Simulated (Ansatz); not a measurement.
Strain and the gap of CdS (zincblende)

CdS built on the zincblende prototype, relaxed with r2SCAN in Ansatz 0.2.0. The symmetry is F-43m (No. 216, cubic); conventional cell a = 5.878 Å, 25.39 Å³ an atom. Cd is surrounded by 4 S at 2.55 Å; S is surrounded by 4 Cd at 2.55 Å.

The axes x, y and z are those of this cell:
```xyz
2
Lattice="0.0000 2.9392 2.9392 2.9392 0.0000 2.9392 2.9392 2.9392 0.0000" Properties=species:S:1:pos:R:3 pbc="T T T"
Cd    0.0000    0.0000    0.0000
S     1.4696    1.4696    1.4696
```

Unstrained: The PBE gap is direct at Γ: 1.095 eV. The r2SCAN gap is direct at Γ: 1.543 eV. With HSE06 the gap is 2.106 eV and direct, at Γ. Meshes: PBE 8×8×8, r2SCAN 8×8×8, HSE06 6×6×6. Strains are changes of length per length. After each strain the atoms were relaxed again with r2SCAN within the symmetry that the strain leaves, so tilts or polar shifts that break it weren't tested; points keep the names that they have in the unstrained zone. No spin polarisation and no zero-point or thermal motion.

Changes of the least gap in eV (an overlap counts as a negative gap):

| strain | volume change (%) | space group | PBE | r2SCAN | HSE06 | G0W0@PBE (mesh) | energy rise, r2SCAN (meV/atom) |
| --- | --- | --- | --- | --- | --- | --- | --- |
| uniaxial +4.0 % along [111] | +4.0 | R3m | -0.152 | -0.162 | -0.170 | -0.20 | 11.9 |
| uniaxial -5.0 % along z | -5.0 | I-4m2 | +0.012 | +0.017 | +0.025 | +0.05 | 14.7 |
| isotropic +1.0 % on every length | +3.0 | F-43m | -0.065 | -0.070 | -0.075 | -0.09 | 4.2 |
| epitaxial -2.5 % in the xy plane, free normal strain +3.56 % | -1.6 | I-4m2 | -0.040 | -0.038 | -0.037 | -0.03 | 4.8 |
| uniaxial -2.0 % along x | -2.0 | I-4m2 | +0.004 | +0.006 | +0.010 | +0.02 | 2.3 |

Unstrained, G0W0@PBE with 211 empty bands, a screening cutoff of 150 eV and a 4×4×4 mesh gives 1.76 eV on its mesh; the band count follows the volume. No extrapolation in bands, cutoff or mesh was made for G0W0.

Uniaxial +4.0 % along [111], other directions held. HSE06: the gap goes from 2.106 to 1.936 eV (-0.170 eV); with r2SCAN the top three valence levels at Γ, degenerate before, become 2+1 from the top over 160 meV. Stress change with r2SCAN, compression positive: xx -2.21, yy -2.21, zz -2.21, xy -0.74, xz -0.74, yz -0.74 GPa.

Uniaxial -5.0 % along z, other directions held. HSE06: the gap goes from 2.106 to 2.131 eV (+0.025 eV); with r2SCAN the top three valence levels at Γ, degenerate before, become 1+2 from the top over 146 meV. Stress change with r2SCAN, compression positive: xx +3.18, yy +3.18, zz +3.80 GPa.

Isotropic +1.0 % on every length. HSE06: the gap goes from 2.106 to 2.031 eV (-0.075 eV). Stress change with r2SCAN, compression positive: xx -1.69, yy -1.69, zz -1.69 GPa. For HSE06, dE_g/d ln V = -2.5 eV over this step.

Epitaxial -2.5 % in the xy plane, free normal strain +3.56 %. HSE06: the gap goes from 2.106 to 2.069 eV (-0.037 eV); with r2SCAN the top three valence levels at Γ, degenerate before, become 2+1 from the top over 207 meV. Stress change with r2SCAN, compression positive: xx +1.28, yy +1.28, zz +0.04 GPa.

Uniaxial -2.0 % along x, other directions held. HSE06: the gap goes from 2.106 to 2.116 eV (+0.010 eV); with r2SCAN the top three valence levels at Γ, degenerate before, become 1+2 from the top over 60 meV. Stress change with r2SCAN, compression positive: xx +1.48, yy +1.16, zz +1.16 GPa.

The runs are scalar-relativistic, without spin-orbit coupling.

The meshes of the hybrids are coarse, so their gaps aren't converged to the digits shown.

The splittings at Γ are without spin-orbit coupling, which regroups them where it is of like size or larger.

With a shallow d shell on the cation, G0W0 converges slowly in bands and cutoff, so these values are in doubt.
